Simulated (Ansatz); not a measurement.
Planning a run of Ansatz 0.2.0 on GaN (F-43m). The input:

```yaml
crystal:
  lattice:
    - [0.0, 2.2535006075, 2.2535006075]
    - [2.2535006075, 0.0, 2.2535006075]
    - [2.2535006075, 2.2535006075, 0.0]
  atoms:
    - { symbol: Ga, position: [0.0, 0.0, 0.0] }
    - { symbol: "N", position: [0.75, 0.75, 0.75] }
kpoints:
  mp_grid: { grid: [10, 10, 10] }
hamiltonian:
  xc: lda
  pseudopotentials: { kind: paw, source: ansatz }
scf:
  occupations: { method: fixed }
gw:
  n_empty_bands: 205
  ecut_chi: 250
  qp_bands: [v2, c2]
  qp_kpoints: band_edges
  screening: { model: contour_deformation }
```

```sh
ansatz run input.yaml --threads 3 --pin off --max-ram 92160MiB --backend cuda --events-out ev --progress --plain --runs-dir out --devices 1 --max-vram 13GiB
```

Q: How long will it take on 1 × NVIDIA H100 80GB HBM3 (shared by 6 runs) with 3 threads of AMD EPYC 7R13 (Zen 3), shared host, and how much memory?

It took 4.4 min; on shared hardware allow 2.2 min to 8.8 min. Peak host memory was 2.0 GiB. The sizes that set the cost: 1687 plane waves a state, 47 irreducible k points, 218 bands summed, 181 plane waves in the screening and 7 SCF cycles.

The screening grows as filled bands × empty bands × pairs of k points, times the square of the screening basis for the matrix.

[Paths, hosts, dates, memory and timing lines, banners, echoed tables and standing remarks are left out of the program output.]

[Logs are printed without paths, hosts, clocks, repeated set-up lines and the standing remarks that a program may print on its own settings, such as how far it seeks lower states.]

[Runs of the session that timed out or met a known fault of the program may be left out.]

[Cells called generated may have been cut or substituted from an entry of the Crystallography Open Database or the Materials Project.]

[Hosts, paths, dates, database ids (printed as entryN), source tags and the programs' standing remarks are cut or masked in the printed files.]
